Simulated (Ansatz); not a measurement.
# K2S: a single-point run

Aim: a sound single-point run of K2S. The structure is shown as the input types it.

Computed with Ansatz 0.2.0 (density functional or hybrid calculation with the settings of its input, plane waves (as first typed), unless a step's input says otherwise).

5 further runs of the same task are left out: 5 that didn't finish.

## (1) Starting point

The structure is cubic, space group Fm-3m (No. 225). Conventional cell: a = 7.406 Å, b = 7.406 Å, c = 7.406 Å, α = 90.00°, β = 90.00°, γ = 90.00°. Around S (site symmetry m-3m) lie 8 K at 3.21 Å. K (site symmetry -43m) has 4 S at 3.21 Å as nearest neighbours.

Coordinates:

```
CELL_PARAMETERS angstrom
0.00000 3.70276 3.70276
3.70276 0.00000 3.70276
3.70276 3.70276 0.00000
ATOMIC_POSITIONS crystal
S 0.00000 0.00000 0.00000
K 0.25000 0.25000 0.25000
K 0.75000 0.75000 0.75000
```

## (2) Running it

Contents of input.yaml:

```yaml
crystal:
  lattice:
    - [0.0, 3.7027568497, 3.7027568497]
    - [3.7027568497, 0.0, 3.7027568497]
    - [3.7027568497, 3.7027568497, 0.0]
  atoms:
    - { symbol: S, position: [0.0, 0.0, 0.0] }
    - { symbol: K, position: [0.25, 0.25, 0.25] }
    - { symbol: K, position: [0.75, 0.75, 0.75] }
kpoints:
  mp_grid: { grid: [4, 4, 4] }
hamiltonian:
  xc: pbe
scf:
  occupations: { method: fixed }
  n_extra_bands: 4
  max_iter: 59
output:
  forces: true
  stress: true
  eigenvalues: true
basis:
  ecutrho_ratio: 1
```

Launch:

```
ansatz run input.yaml --threads 4 --pin off --max-ram 3686MiB --backend cpu --events-out ev --progress --plain --runs-dir out
```

**Question.** How will this run end, and is anything wrong with its input?

The program finished normally, with warnings (cutoff below recommended). Its log warns: «basis.ecutrho_ratio = 1 (ecutrho = 420 eV) is below the records' recommended 1680 eV»

The suspect setting: basis.ecutrho_ratio is 1. The grid or cutoff for the density and potential is too coarse for the wavefunction basis: a density holds Fourier components up to twice the waves' wavevector.

The test: delete basis.ecutrho_ratio (the default then holds).
